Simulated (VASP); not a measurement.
A calculation with VASP 6.6.1 of Si (native input, structure from a POSCAR):

INCAR

```
  ALGO = Normal
  EDIFF = 1E-6
  ENCUT = 520
  GGA = PS
  ISIF = 2
  ISMEAR = 0
  LASPH = True
  LCHARG = False
  LREAL = False
  LWAVE = False
  NELM = 100
  PREC = Accurate
  SIGMA = 0.05
```

File KPOINTS:

```
k-points
0
Gamma
  12 12 11
```

POSCAR

```
Si
2.6205
    1.000016338447      0.000000000000      0.000000000000
   -0.500008169243      0.866039553291      0.000000000000
    0.000000000000      0.000000000000      0.941177023469
Si
1
Direct
    0.0000000000      0.0000000000      0.0000000000
```

Potentials or basis: VASP PAW PBE potentials, release 64 (Si).

Run with:

```bash
$ cat potpaw_PBE.64/Si/POTCAR > POTCAR
$ mpirun -np 1 vasp_std > vasp.out
```

This isn't the form of Si at room conditions, which is diamond.

**Question.** Write the same calculation in another form: ASE script, structure typed inline.

**Answer.** As run:

File run.py:

```python
from ase import Atoms
from ase.calculators.vasp import Vasp
from ase.dft.bandgap import bandgap

atoms = Atoms(
    ['Si'],
    cell=[[2.6205428149, 0.0, 0.0], [-1.3102714075, 2.2694566494, 0.0], [0.0, 0.0, 2.46635439]],
    scaled_positions=[[0.0, 0.0, 0.0]],
    pbc=True,
)
calc = Vasp(
    directory='calc',
    xc='pbesol',
    pp='PBE',
    setups='materialsproject',
    prec='Accurate',
    encut=520,
    ediff=1e-06,
    ismear=0,
    sigma=0.05,
    lreal=False,
    lasph=True,
    nelm=60,
    algo='Normal',
    isif=2,
    lwave=False,
    lcharg=False,
    kpts=[12, 12, 11],
    gamma=True,
)
atoms.calc = calc

print('energy (eV):', atoms.get_potential_energy())
print('free energy (eV):', atoms.get_potential_energy(force_consistent=True))
print('forces (eV/A):')
print(atoms.get_forces())
print('stress (eV/A^3, Voigt):', atoms.get_stress())
print('Fermi level (eV):', calc.get_fermi_level())
gap, top, bottom = bandgap(calc)
print('band gap (eV):', gap, 'from (spin, k, band)', top, 'to', bottom)
```

Potentials or basis: VASP PAW PBE potentials, release 64 (Si).

Launch:

```bash
$ python run.py
```

Both were run:

|  | native input, structure from a POSCAR | ASE script, structure typed inline |
| --- | --- | --- |
| Pressure | 0.7 GPa | 0.7 GPa |
| Band gap on the k mesh | none (metal or under the smearing width) | none (metal or under the smearing width) |

Keys that steer only the numerical path or the files written may differ.

Caveat: the PAW data sets were made with another functional, which shifts forces and pressure a little.
